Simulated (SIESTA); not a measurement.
**Hg in SIESTA: the effect of functional**

The system is Hg, a slab with vacuum.

```xyz
6
Lattice="3.6058 0.0000 0.0000 1.7995 3.1247 0.0000 0.0000 0.0000 29.0485" Properties=species:S:1:pos:R:3 pbc="T T T"
Hg    1.8072    1.0447    7.5000
Hg    3.6175    2.0912   10.3396
Hg    1.8042    1.0429   13.1044
Hg    3.6145    2.0894   15.9441
Hg    0.0194    0.0112   18.7837
Hg    3.6114    2.0877   21.5485
```

The slab is cut from a database's or a generator's crystal, which needn't be the stable form of the element.

Alike in all runs:

| Item | Value |
| --- | --- |
| Program | SIESTA 5.4.2 |
| Task | single point |
| Basis | DZP (energy shift 0.003 Ry; two zetas on semicore shells) |
| Grid cutoff | 800 Ry |
| Energy shift | 0.003 Ry |
| k mesh | 9 × 9 × 1 |
| Occupations | fermi-dirac, width 0.05 eV |
| Spin | no spin polarisation |

| functional | potentials or basis | gap on the mesh (eV) | largest force (eV/Å) |
| --- | --- | --- | --- |
| LDA | PseudoDojo 0.4 standard (LDA files) | 0.84 | 0.50 |
| PBEsol | PseudoDojo 0.4 standard (PBEsol files) | 0.79 | 0.40 |
| AM05 | PseudoDojo 0.4 standard (PBEsol files) | 0.83 | 0.34 |
| WC | PseudoDojo 0.4 standard (PBEsol files) | 0.81 | 0.40 |
| PW91 | PseudoDojo 0.4 standard (PBE files) | ? | ? |
| revPBE | PseudoDojo 0.4 standard (PBE files) | 0.82 | 0.10 |
| RPBE | PseudoDojo 0.4 standard (PBE files) | 0.82 | 0.07 |
| BLYP | PseudoDojo 0.4 standard (PBE files) | 0.98 | 0.10 |

Question: What does the run with functional PW91 give?

Answer: gap on the mesh 0.84 eV; largest force 0.19 eV/Å.

Caveats: the valence orbitals were made in a potential fitted to the semicore shell under them, which widens gaps by tenths of an eV or more; spin-orbit coupling is left out, which moves the levels of the heavy elements; the basis of atomic orbitals isn't converged, which shifts pressures, moduli and gaps; the potentials were made for another functional, which shifts forces and pressure (some runs); the real-space grid breaks translation symmetry, so forces needn't sum to zero (some runs).

A k mesh can miss the band edges.

Runs at the PBE level aren't shown here.
